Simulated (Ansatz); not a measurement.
# Hf: the cost of one run

Program: Ansatz 0.2.0. Level of theory: DFT PBE, scalar-relativistic. These are calculated values, not measurements.

## (1) Starting point

The structure is cubic, space group Im-3m (No. 229). The conventional cell has a = 3.610 Å, b = 3.610 Å, c = 3.610 Å, α = 90.00°, β = 90.00°, γ = 90.00°. Hf (site symmetry m-3m) has 8 Hf at 3.13 Å as nearest neighbours.

Structure file:

```xyz
1
Lattice="-1.8050 1.8050 1.8050 1.8050 -1.8050 1.8050 1.8050 1.8050 -1.8050" Properties=species:S:1:pos:R:3 pbc="T T T"
Hf    0.0000    0.0000    0.0000
```

## (2) After the deformation

Space group Im-3m before, I4/mmm after.

## (3) All-electron LAPW

File input.yaml:

```yaml
crystal:
  lattice:
    - [-1.82305, 1.82305, 1.805]
    - [1.82305, -1.82305, 1.805]
    - [1.82305, 1.82305, -1.805]
  atoms:
    - { symbol: Hf, position: [0.0, 0.0, 0.0] }
kpoints:
  mp_grid: { grid: [14, 14, 14] }
  band_path:
    path:
      - [0.0, 0.0, 0.0]
      - [0.0, 0.0, 0.5]
      - [-0.5, 0.5, 0.5]
      - [0.0, 0.0, 0.0]
      - [0.4950740124, 0.4950740124, -0.4950740124]
      - [-0.4950740124, 0.5049259876, 0.4950740124]
      - [-0.5, 0.5, 0.5]
      - [0.0, 0.0, 0.5]
      - [0.25, 0.25, 0.25]
    npoints: 5
scf:
  occupations: { method: fermi_dirac, width: 0.05 }
hamiltonian:
  xc: pbe
  pseudopotentials: { kind: all_electron, lapw: { basis_error: 0.0005 } }
output:
  forces: true
  stress: true
  eigenvalues: true
```

On the command line:

```bash
$ ansatz run input.yaml --threads 1 --pin off --max-ram 3072MiB --backend cpu --events-out ev --progress --plain --runs-dir out
```

Q: Estimate wall time and peak memory on 1 thread of Arm Neoverse V1, shared host.

About 33 s, with a peak of 0.45 GiB.
